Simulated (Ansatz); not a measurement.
Run on Se: DFT, PBEsol, PAW with Ansatz's default frozen-core files, scalar-relativistic (Ansatz 0.2.0). This run: relaxed.

The cell is entry 9012501 of the Crystallography Open Database, unrelaxed.

Command: `ansatz run input.yaml --threads 1 --pin off --max-ram 3072MiB --backend cpu --events-out ev --progress --plain --runs-dir out` It took 67 s on 1 thread of Intel(R) Xeon(R) Platinum 8375C CPU @ 2.90GHz (Ice Lake) (shared host), peak memory 0.45 GiB.

```yaml
crystal:
  lattice:
    - [4.3662, 0.0, 0.0]
    - [-2.1831, 3.781240118, 0.0]
    - [0.0, 0.0, 4.9536]
  atoms:
    - { symbol: Se, position: [0.2254, 0.0, 0.3333333333] }
    - { symbol: Se, position: [0.0, 0.2254, 0.6666666667] }
    - { symbol: Se, position: [0.7746, 0.7746, 0.0] }
kpoints:
  mp_grid: { grid: [9, 9, 7] }
scf:
  occupations: { method: fermi_dirac, width: 0.05 }
hamiltonian:
  xc: pbesol
  pseudopotentials: { kind: paw }
output:
  forces: true
  stress: true
relax:
  f_tol: 0.003
  max_steps: 80
  cell: {}
```

Output:

```
Engine: ansatz 0.2.0
Pseudopotentials: kind: paw
Pseudopotential: Se, paw, valence charge 16, recommended cutoff 420 eV (normal), Se.paw.azcp
Functional definition: PBEsol
  exchange = pbesol_x
  correlation = pbesol_c
Crystal: 3 atoms, lattice volume = 81.782 Å³
Basis set: ecut = 420 eV, 1583 PW (Γ), exchange–correlation on 60×60×72 points (8 copies of the dense FFT grid, shifted against one another)
Bands: 29, of which v1, the nominal top of the filled ones, is band 24 counted from 1 (23 counted from 0)
Symmetry: 6 space group operations
Space group: P3121 (ITA 152), of the structure as read, at distance tolerance 4.3e-5 Å
k-points: 69 of 567 (time reversal used)
Non-local potential: Se, projectors of the file, l = 0: 2, l = 1: 2, l = 2: 3, l = 3: 1
PAW form: soft (Blöchl's): semilocal exchange-correlation on the pseudo side does not see the compensation charge
PAW frozen core: Se, regenerated for the run's functional, and the local potential with it (the file was generated under x = pbe(κ = 0.804, μ = 0.2195149727645171), c = pbe(β = 0.06672455060314922))
PAW one-centre angular grid: Se, 590 points (default); XC on 64 Gauss nodes
Initial density: superposition of atomic densities (neutral atoms: chi_scale 0, normalization atom), corrected by the library's trained network
Initial wavefunctions: pseudopotential atomic-orbital guess
Functional: x = pbesol(κ = 0.804, μ = 0.12345679012345678), c = pbesol(β = 0.046)
SCF iter   1: F=—  HF=-16272.549878 eV  |F-HF|=—  |Δ(HF+E_count)|=         —  Δρ=2.20e-3  dr2=2.87e-3  ethr=1.77e-3  ⟨swp⟩=5.9  Hψ=8419  notcnv=0
preconditioner: auto → Resta (q_TF=auto, 2.496 Å⁻¹)  ε∞=3.8  [insulator: Δε(μ)=1.136 eV  Ē_g=10.382 eV  σ=0.050 eV  W_gap=1.00  n_scr=20 (ndim 8)  ℏωp=17.4 eV  f_vac=0.095  D(μ)=0.00/eV (n_scr^D=0)  ε∞_Penn≈3.8]
SCF iter   2: F=—  HF=-16272.549631 eV  |F-HF|=—  |Δ(HF+E_count)|=   2.47e-4  Δρ=1.30e-3  dr2=1.04e-3  ethr=5.97e-6  ⟨swp⟩=2.6  Hψ=4222  notcnv=0
SCF iter   3: F=—  HF=-16272.550097 eV  |F-HF|=—  |Δ(HF+E_count)|=   4.66e-4  Δρ=2.45e-4  dr2=6.84e-5  ethr=2.17e-6  ⟨swp⟩=2.0  Hψ=2609  notcnv=0
SCF iter   4: F=—  HF=-16272.550164 eV  |F-HF|=—  |Δ(HF+E_count)|=   6.67e-5  Δρ=8.36e-5  dr2=8.37e-6  ethr=1.42e-7  ⟨swp⟩=2.0  Hψ=2521  notcnv=0
SCF iter   5: F=—  HF=-16272.550176 eV  |F-HF|=—  |Δ(HF+E_count)|=   1.19e-5  Δρ=1.72e-5  dr2=2.64e-7  ethr=1.74e-8  ⟨swp⟩=2.0  Hψ=2609  notcnv=0
SCF iter   6: F=-16272.550176 eV  HF=-16272.550176 eV  |F-HF|=9.02e-9  |Δ(HF+E_count)|=   5.70e-7  Δρ=3.72e-6  dr2=8.76e-9  ethr=2.08e-10  ⟨swp⟩=4.0  Hψ=7244  notcnv=0
SCF 1 converged in 6 iterations: F = -16272.550176 eV  dr2 = 8.76e-9
  greatest PAW one-centre occupation: 1.000 electrons in one spin orbital (limit 2), on the Se atom at site 0 (counted from 0), in its partial waves of l = 2
relax step   1: F+E_penalty+E_count = -16272.55017636 eV  Δ(F+E_penalty+E_count) = +0.000e0 eV  max|allowed force component| = 2.871e-1 eV/Å  Δτ_max = 0.0000 Å  P = +0.168 GPa  Ω = 81.782 Å³  (6 SCF iters, dr2 threshold 1.00e-7 eV, accepted)
Crystal: 3 atoms, lattice volume = 76.675 Å³
Basis set: ecut = 420 eV, 1475 PW (Γ), exchange–correlation on 60×60×72 points (8 copies of the dense FFT grid, shifted against one another)
Initial density: handed on by an earlier stage of this run
Initial wavefunctions: those handed on with the density
iter 1 solved again at ethr=6.14e-6 eV; its pass at ethr=3.10e-3 eV (dr2=2.95e-3 eV) is discarded
SCF iter   1: F=—  HF=-16272.589475 eV  |F-HF|=—  |Δ(HF+E_count)|=         —  Δρ=2.74e-3  dr2=2.94e-3  ethr=6.14e-6  ⟨swp⟩=2.0  Hψ=11795  notcnv=0
preconditioner: auto → Resta (q_TF=auto, 2.523 Å⁻¹)  ε∞=4.0  [insulator: Δε(μ)=0.897 eV  Ē_g=10.416 eV  σ=0.050 eV  W_gap=1.00  n_scr=20 (ndim 8)  ℏωp=18.0 eV  f_vac=0.053  D(μ)=0.00/eV (n_scr^D=0)  ε∞_Penn≈4.0]
SCF iter   2: F=—  HF=-16272.589203 eV  |F-HF|=—  |Δ(HF+E_count)|=   2.72e-4  Δρ=1.49e-3  dr2=8.81e-4  ethr=6.12e-6  ⟨swp⟩=1.0  Hψ=2001  notcnv=0
SCF iter   3: F=—  HF=-16272.589182 eV  |F-HF|=—  |Δ(HF+E_count)|=   2.15e-5  Δρ=1.44e-4  dr2=1.11e-5  ethr=1.83e-6  ⟨swp⟩=2.1  Hψ=2639  notcnv=0
SCF iter   4: F=—  HF=-16272.589187 eV  |F-HF|=—  |Δ(HF+E_count)|=   5.17e-6  Δρ=6.55e-5  dr2=2.84e-6  ethr=2.30e-8  ⟨swp⟩=2.0  Hψ=3656  notcnv=0
SCF iter   5: F=-16272.589188 eV  HF=-16272.589188 eV  |F-HF|=1.52e-7  |Δ(HF+E_count)|=   9.66e-7  Δρ=1.44e-5  dr2=1.64e-7  ethr=6.25e-10  ⟨swp⟩=3.6  Hψ=8276  notcnv=0
SCF 2 converged in 5 iterations: F = -16272.589188 eV  dr2 = 1.64e-7
  greatest PAW one-centre occupation: 1.000 electrons in one spin orbital (limit 2), on the Se atom at site 2 (counted from 0), in its partial waves of l = 2
relax step   2: F+E_penalty+E_count = -16272.58918821 eV  Δ(F+E_penalty+E_count) = -3.901e-2 eV  max|allowed force component| = 1.854e-1 eV/Å  Δτ_max = 0.0485 Å  P = +0.610 GPa  Ω = 76.675 Å³  energy of the carried Pulay correction = +4.888e-4 eV  (5 SCF iters, dr2 threshold 3.00e-7 eV, accepted)
Crystal: 3 atoms, lattice volume = 71.802 Å³
Basis set: ecut = 420 eV, 1409 PW (Γ), exchange–correlation on 60×60×72 points (8 copies of the dense FFT grid, shifted against one another)
iter 1 solved again at ethr=1.87e-5 eV; its pass at ethr=3.10e-3 eV (dr2=8.99e-3 eV) is discarded
SCF iter   1: F=—  HF=-16272.620973 eV  |F-HF|=—  |Δ(HF+E_count)|=         —  Δρ=4.43e-3  dr2=9.03e-3  ethr=1.87e-5  ⟨swp⟩=1.3  Hψ=12403  notcnv=0
preconditioner: auto → Resta (q_TF=auto, 2.551 Å⁻¹)  ε∞=4.2  [insulator: Δε(μ)=0.695 eV  Ē_g=10.368 eV  σ=0.050 eV  W_gap=1.00  n_scr=22 (ndim 8)  ℏωp=18.6 eV  f_vac=0.031  D(μ)=0.00/eV (n_scr^D=0)  ε∞_Penn≈4.2]
SCF iter   2: F=—  HF=-16272.619641 eV  |F-HF|=—  |Δ(HF+E_count)|=   1.33e-3  Δρ=2.44e-3  dr2=2.96e-3  ethr=1.87e-5  ⟨swp⟩=1.0  Hψ=2001  notcnv=0
SCF iter   3: F=—  HF=-16272.619250 eV  |F-HF|=—  |Δ(HF+E_count)|=   3.91e-4  Δρ=2.74e-4  dr2=3.13e-5  ethr=6.16e-6  ⟨swp⟩=2.0  Hψ=2849  notcnv=0
SCF iter   4: F=—  HF=-16272.619237 eV  |F-HF|=—  |Δ(HF+E_count)|=   1.27e-5  Δρ=1.60e-4  dr2=1.09e-5  ethr=6.51e-8  ⟨swp⟩=2.0  Hψ=3657  notcnv=0
SCF iter   5: F=—  HF=-16272.619240 eV  |F-HF|=—  |Δ(HF+E_count)|=   3.30e-6  Δρ=3.90e-5  dr2=1.39e-6  ethr=2.26e-8  ⟨swp⟩=2.0  Hψ=3657  notcnv=0
SCF iter   6: F=-16272.619240 eV  HF=-16272.619240 eV  |F-HF|=1.25e-8  |Δ(HF+E_count)|=   5.58e-7  Δρ=8.63e-6  dr2=6.80e-8  ethr=6.25e-10  ⟨swp⟩=5.0  Hψ=8900  notcnv=0
SCF 3 converged in 6 iterations: F = -16272.619240 eV  dr2 = 6.80e-8
  greatest PAW one-centre occupation: 1.000 electrons in one spin orbital (limit 2), on the Se atom at site 1 (counted from 0), in its partial waves of l = 2
[... lines left out ...]
Basis set: ecut = 420 eV, 1409 PW (Γ), exchange–correlation on 54×54×72 points (8 copies of the dense FFT grid, shifted against one another)
Initial wavefunctions: pseudopotential atomic-orbital guess (no wavefunctions were taken with the density)
iter 1 solved again at ethr=1.13e-7 eV; its pass at ethr=3.10e-3 eV (dr2=5.40e-5 eV) is discarded
SCF iter   1: F=—  HF=-16272.620263 eV  |F-HF|=—  |Δ(HF+E_count)|=         —  Δρ=4.04e-4  dr2=3.11e-6  ethr=1.13e-7  ⟨swp⟩=2.8  Hψ=13035  notcnv=0
SCF iter   2: F=—  HF=-16272.620793 eV  |F-HF|=—  |Δ(HF+E_count)|=   5.30e-4  Δρ=2.05e-4  dr2=9.23e-7  ethr=6.49e-9  ⟨swp⟩=2.0  Hψ=3658  notcnv=0
SCF iter   3: F=—  HF=-16272.620944 eV  |F-HF|=—  |Δ(HF+E_count)|=   1.51e-4  Δρ=4.52e-5  dr2=5.51e-8  ethr=1.92e-9  ⟨swp⟩=2.0  Hψ=2375  notcnv=0
SCF iter   4: F=—  HF=-16272.620951 eV  |F-HF|=—  |Δ(HF+E_count)|=   7.39e-6  Δρ=2.41e-6  dr2=1.10e-9  ethr=1.15e-10  ⟨swp⟩=3.0  Hψ=3703  notcnv=0
SCF iter   5: F=—  HF=-16272.620951 eV  |F-HF|=—  |Δ(HF+E_count)|=   1.31e-8  Δρ=2.99e-7  dr2=9.73e-11  ethr=2.29e-12  ⟨swp⟩=2.8  Hψ=3583  notcnv=0
SCF iter   6: F=-16272.620951 eV  HF=-16272.620951 eV  |F-HF|=2.91e-11  |Δ(HF+E_count)|=  5.46e-11  Δρ=1.45e-7  dr2=2.04e-11  ethr=1.00e-12  ⟨swp⟩=5.0  Hψ=8802  notcnv=0
SCF 7 converged in 6 iterations: F = -16272.620951 eV  dr2 = 2.04e-11
relax step   7: F+E_penalty+E_count = -16272.62095117 eV  Δ(F+E_penalty+E_count) = +7.796e-4 eV  max|allowed force component| = 1.227e-4 eV/Å  Δτ_max = 0.0000 Å  P = +0.005 GPa  Ω = 72.346 Å³  stress off target by 6.67e-3 GPa  SCF on the basis re-selected at this cell (its energy is not comparable with the rows above)  (6 SCF iters)
basis re-selected at this cell: Δ(F+E_penalty+E_count) = +7.796e-4 eV, ΔP = -0.005 GPa vs the last step (what re-selecting the basis moved, of the pressure what is left beyond the Pulay correction that the steps carried, after the strain that the cell walked since its last selection, with what the two solves' SCF thresholds leave and, on support functions, any second-order correction that the steps lacked; it is no measure of the basis error at this ecutwfc). The dense FFT grid was sized anew with the basis: this SCF ran on 27×27×36 points, the steps before it on 30×30×36, so part of this shift can come from that change (see relax.cell in the input reference). This SCF's stress stands 6.67e-3 GPa from its target on what of the cell is left free (relax.cell.stress_tol is 5.00e-2 GPa) and its largest allowed force component is 1.23e-4 eV/Å (relax.f_tol is 3.00e-3 eV/Å): within both
SCF converged after 6 iterations
Free energy (F): -16272.620951 eV
Harris-Foulkes:  -16272.620951 eV  (|F-HF|=2.91e-11)
Internal energy: -16272.620933 eV  (E = F + TS)
E sigma→0 (E₀):  -16272.620942 eV
Entropy (-TS):   -0.000018 eV (-0.006 meV/atom)
Fermi energy:    8.900787 eV
--- Per-component energies (eV) ---
  E_band       = -1158.620473
  E_kinetic    = 351.389533
  E_local      = -7146.156418  (includes V_loc(G=0)·N_el)
  E_nonlocal   = -1773.646462
  E_hartree    = 3526.593324
  E_xc         = -308.446028
  E_vxc        = -292.162817  (∫ρ·V_xc dr)
  E_paw        = -5605.717623  (= ΣΔE_a)
  E_vpaw       = 648.770645  (= ΣTr[D̂ρ^β])
  E_aug_tail   = -0.001813  (compensation charges beyond the density's cutoff)
  E_ewald      = -5319.660796
  E_core_change = 3.025351  (= ΣΔE_core)
  E_smearing   = -0.000018  (= −TS)
  E_closure    = 0.000000  (closes the sum)
  Σ components = -16272.620951   (vs F -16272.620951, Δ=0.00e0)
--- Forces (eV/Å), atoms counted from 1 ---
  atom   1  Se     0.00012270     0.00000000    -0.00000000
  atom   2  Se    -0.00006135     0.00010626     0.00000000
  atom   3  Se    -0.00006135    -0.00010626    -0.00000000
  max |Σ_I F_I| component: 1.97e-17 eV/Å
--- Stress (GPa, compression-positive) ---
        0.003773      -0.000000      -0.000000
       -0.000000       0.003773       0.000000
       -0.000000       0.000000       0.006666
  P = ⅓ Tr σ = 0.0047 GPa (0.047 kbar)
--- Relaxed structure (6 steps of the walk, 5 accepted, 1 SCFs on fresh bases) ---
  F+E_penalty+E_count = -16272.62095117 eV   max|allowed force component| = 1.227e-4 eV/Å   (the final SCF, on the basis selected at the relaxed cell)
  cell:  # Å, volume = 72.3457 Å³
    - [4.03897139695317, 0.0, -2.3053750706598986e-17]
    - [-2.019485698476585, 3.497851834920168, 1.152687535329949e-17]
    - [-2.6155251591833476e-17, -8.205503768274385e-33, 5.120828717728342]
  atoms:
    - { symbol: Se, position: [0.24868204424118975, 6.116947251310835e-19, 0.3333333333333333] }
    - { symbol: Se, position: [-9.560640524298345e-18, 0.24868204424118973, 0.6666666666666666] }
    - { symbol: Se, position: [0.7513179557588103, 0.7513179557588103, -1.3153865694339208e-18] }
```

Next run, as changes to the input before:

```diff
   lattice:
-    - [4.3662, 0.0, 0.0]
-    - [-2.1831, 3.781240118, 0.0]
-    - [0.0, 0.0, 4.9536]
+    - [4.038971397, 0.0, 0.0]
+    - [-2.0194856985, 3.4978518349, 0.0]
+    - [0.0, 0.0, 5.1208287177]
   atoms:
-    - { symbol: Se, position: [0.2254, 0.0, 0.3333333333] }
-    - { symbol: Se, position: [0.0, 0.2254, 0.6666666667] }
-    - { symbol: Se, position: [0.7746, 0.7746, 0.0] }
+    - { symbol: Se, position: [0.2486820442, 0.0, 0.3333333333] }
+    - { symbol: Se, position: [0.0, 0.2486820442, 0.6666666667] }
+    - { symbol: Se, position: [0.7513179558, 0.7513179558, 0.0] }
 kpoints:
   stress: true
-relax:
-  f_tol: 0.003
-  max_steps: 80
-  cell: {}
+  eigenvalues: true
```

Command: `ansatz run input.yaml --threads 1 --pin off --max-ram 3072MiB --backend cpu --events-out ev --progress --plain --runs-dir out` It took 12 s on 1 thread of Intel(R) Xeon(R) Platinum 8375C CPU @ 2.90GHz (Ice Lake), on a shared host, peak memory 0.41 GiB.

Results part of the output:

```
SCF 1 converged in 6 iterations: F = -16272.620951 eV  dr2 = 2.10e-8
  greatest PAW one-centre occupation: 1.000 electrons in one spin orbital (limit 2), on the Se atom at site 2 (counted from 0), in its partial waves of l = 2
SCF converged after 6 iterations
Free energy (F): -16272.620951 eV
Harris-Foulkes:  -16272.620951 eV  (|F-HF|=1.13e-8)
Internal energy: -16272.620933 eV  (E = F + TS)
E sigma→0 (E₀):  -16272.620942 eV
Entropy (-TS):   -0.000018 eV (-0.006 meV/atom)
Fermi energy:    8.900782 eV
--- Per-component energies (eV) ---
  E_band       = -1158.627237
  E_kinetic    = 351.389762
  E_local      = -7146.158382  (includes V_loc(G=0)·N_el)
  E_nonlocal   = -1773.650524
  E_hartree    = 3526.595129
  E_xc         = -308.446182
  E_vxc        = -292.162980  (∫ρ·V_xc dr)
  E_paw        = -5605.713478  (= ΣΔE_a)
  E_vpaw       = 648.768844  (= ΣTr[D̂ρ^β])
  E_aug_tail   = -0.001813  (compensation charges beyond the density's cutoff)
  E_ewald      = -5319.660796
  E_core_change = 3.025351  (= ΣΔE_core)
  E_smearing   = -0.000018  (= −TS)
  E_closure    = 0.000000  (closes the sum)
  Σ components = -16272.620951   (vs F -16272.620951, Δ=0.00e0)
--- Forces (eV/Å), atoms counted from 1 ---
  atom   1  Se     0.00009448     0.00000000    -0.00000000
  atom   2  Se    -0.00004724     0.00008183    -0.00000000
  atom   3  Se    -0.00004724    -0.00008183     0.00000000
  max |Σ_I F_I| component: 7.40e-17 eV/Å
--- Stress (GPa, compression-positive) ---
        0.003702      -0.000000       0.000000
       -0.000000       0.003702       0.000000
        0.000000       0.000000       0.006508
  P = ⅓ Tr σ = 0.0046 GPa (0.046 kbar)
--- Band table (eV; the first three rows and the last of 69) ---
  k-point 0: bands = ["-39.9519", "-39.9519", "-39.9235", "-39.9193", "-39.9193", "-39.8810", "-39.7663", "-39.7623", "-39.7623", "-39.7236", "-39.7236", "-39.7222", "-39.6938", "-39.6765", "-39.6765", "-7.5756", "-3.4734", "-3.4734", "4.8074", "5.0412", "5.0412", "6.5956", "6.5956", "7.9486", "9.9358", "9.9358", "10.5322", "14.7745", "14.7745"]
  k-point 1: bands = ["-39.9585", "-39.9444", "-39.9240", "-39.9220", "-39.9153", "-39.8828", "-39.7663", "-39.7634", "-39.7612", "-39.7241", "-39.7231", "-39.7222", "-39.6930", "-39.6786", "-39.6750", "-7.4824", "-4.4505", "-2.4878", "4.6335", "4.8691", "5.3452", "6.5705", "6.7343", "7.8762", "9.7774", "9.8029", "10.3006", "14.7643", "15.1865"]
  k-point 2: bands = ["-39.9633", "-39.9373", "-39.9253", "-39.9238", "-39.9099", "-39.8878", "-39.7661", "-39.7644", "-39.7604", "-39.7245", "-39.7227", "-39.7222", "-39.6909", "-39.6813", "-39.6740", "-7.2045", "-5.3484", "-1.6151", "4.1832", "5.0389", "5.4982", "6.6920", "6.9280", "7.6588", "9.4883", "9.5621", "9.8439", "14.3966", "15.4843"]
  k-point 68: bands = ["-39.9656", "-39.9309", "-39.9273", "-39.9242", "-39.9030", "-39.8951", "-39.7661", "-39.7653", "-39.7593", "-39.7259", "-39.7220", "-39.7215", "-39.6910", "-39.6867", "-39.6693", "-5.8104", "-5.3602", "-2.8598", "2.5285", "2.7378", "3.1455", "7.0495", "8.2022", "8.5307", "9.2336", "10.7073", "10.8680", "15.5225", "16.3700"]
```

The PAW files were made under PBE.
